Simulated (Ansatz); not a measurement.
Runs of Ansatz 0.2.0 on ZnS. The structure is cubic, space group F-43m (No. 216). Conventional cell: a = 5.404 Å, b = 5.404 Å, c = 5.404 Å, α = 90.00°, β = 90.00°, γ = 90.00°. Around Zn (site symmetry -43m) lie 4 S at 2.34 Å. S (site symmetry -43m) has 4 Zn at 2.34 Å as nearest neighbours. 

```csv
task,level,cell,smearing,points for each segment of the path,gap on the mesh (eV),pressure (GPa),relaxed volume (Å³/atom)
band structure,PBEsol,as given,fermi-dirac 0.05 eV,14,1.97,-2.0,-
relaxation of cell and atoms,LDA,relaxed,fermi-dirac 0.05 eV,-,(a),0.0,18.58
relaxation of cell and atoms,PBE,relaxed,fermi-dirac 0.05 eV,-,2.02,0.0,(b)
band structure,LDA,as given,fermi-dirac 0.05 eV,14,1.86,(c),-
single point,PBE,as given,gaussian 0.011 eV,-,2.11,1.6,-
band structure,PBE,as given,fermi-dirac 0.05 eV,14,2.11,1.6,-
```

Alike in all rows: potentials or basis Ansatz PAW; no spin polarisation; k mesh 9 × 9 × 9; cutoff (eV) 420.

Estimate the missing entries.

(a) 2.13; (b) 20.16; (c) -4.6.

Caveats: the PAW data sets come from PBE, with cores solved anew for the run's functional, which leaves a small shift of forces and pressure (some runs); odd divisions of the mesh miss points on the zone boundary, where band edges often lie, so the gap on the mesh can be too wide (some runs); the plane-wave basis is chosen anew once the cell has moved, so the energies of steps on either side of that aren't comparable (some runs).

A k mesh can miss the band edges.
